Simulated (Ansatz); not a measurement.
Crystal: GaN.

```xyz
2
Lattice="0.0000 2.2535 2.2535 2.2535 0.0000 2.2535 2.2535 2.2535 0.0000" Properties=species:S:1:pos:R:3 pbc="T T T"
Ga    0.0000    0.0000    0.0000
N     1.1268    1.1268    1.1268
```

The cell is a database's computed one.

```yaml
Program: Ansatz 0.2.0
Task: relaxation of cell and atoms
Functional: revPBE
Dispersion: D4
Potentials_or_basis: all-electron LAPW, scalar-relativistic
Basis_error_allowed: 0.001 eV/atom
k_mesh: 10 × 10 × 10
Occupations: fermi-dirac, width 0.05 eV
Spin: no spin polarisation
```

At the start: volume 11.44 Å³/atom.

**Question.** Where does the relaxation end?

**Answer.** Over 5 steps the energy falls by 2.6 meV/atom and the volume is 11.22 Å³/atom (-2.0 %); space group F-43m (No. 216, to 0.05 Å).

Step by step:
```
step  energy change (eV)  largest force (eV/Å)  volume (Å³)
   1              0.0000                0.0000        22.89
   2             -0.0042                0.0000        22.63
   3             -0.0051                0.0000        22.43
   4             -0.0051                0.0000        22.44
   5             -0.0051                0.0000        22.44
```

Final structure:
```xyz
2
Lattice="0.0000 2.2387 2.2387 2.2387 0.0000 2.2387 2.2387 2.2387 0.0000" Properties=species:S:1:pos:R:3 pbc="T T T"
Ga    0.0000    0.0000    0.0000
N     1.1193    1.1193    1.1193
```
